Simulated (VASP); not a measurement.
**VASP inputs for InSb (zincblende)**

INCAR

```
IBRION = -1
ISMEAR = -1
EDIFF = 1E-7
LELF = .TRUE.
METAGGA = R2SCAN
NELM = 120
LWAVE = .FALSE.
LCHARG = .TRUE.
NBANDS = 16
ISIF = 2
ENCUT = 520
LREAL = .FALSE.
LASPH = .TRUE.
NSW = 0
ALGO = Normal
SIGMA = 0.02
PREC = Accurate
```

KPOINTS

```
KPOINTS created by Atomic Simulation Environment
0
Gamma
6 6 6
0 0 0
```

KPOINTS_OPT

```
special points
6
Reciprocal
0.0000000000 0.0000000000 0.0000000000 1
-0.5000000000 -0.5000000000 0.0000000000 1
-0.3750000000 -0.3750000000 0.2500000000 1
-0.3750000000 0.0000000000 0.3750000000 1
0.0000000000 0.0000000000 0.5000000000 1
-0.5000000000 -0.2500000000 0.2500000000 1
```

POSCAR

```
In Sb
 1.0000000000000000
     0.0000000000000000    3.2795130175333780    3.2795130175333780
     3.2795130175333780    0.0000000000000000    3.2795130175333780
     3.2795130175333780    3.2795130175333780    0.0000000000000000
 In  Sb
   1   1
Cartesian
  0.0000000000000000  0.0000000000000000 -0.0000000000000000
  1.6397565087666894  1.6397565087666894  1.6397565087666894
```

VASP ran with the recommended PBE PAW datasets (18 valence electrons in the cell).

**Question.** Estimate the main results of this run.

**Answer.** gap between bands v and c 0.01 eV; least direct gap 0.01 eV; pressure 0.0 GPa.

Band v is the last that the valence electrons fill when counted band by band, and c is the next. Levels in eV from the top of v:

```tsv
point	v−1	v	c	c+1
Γ	0.00	0.00	0.01	3.22
X	-2.23	-2.23	1.56	1.63
K	-3.07	-1.89	1.87	3.95
L	-0.99	-0.99	0.76	4.09
W	-2.82	-2.67	3.70	4.23
```
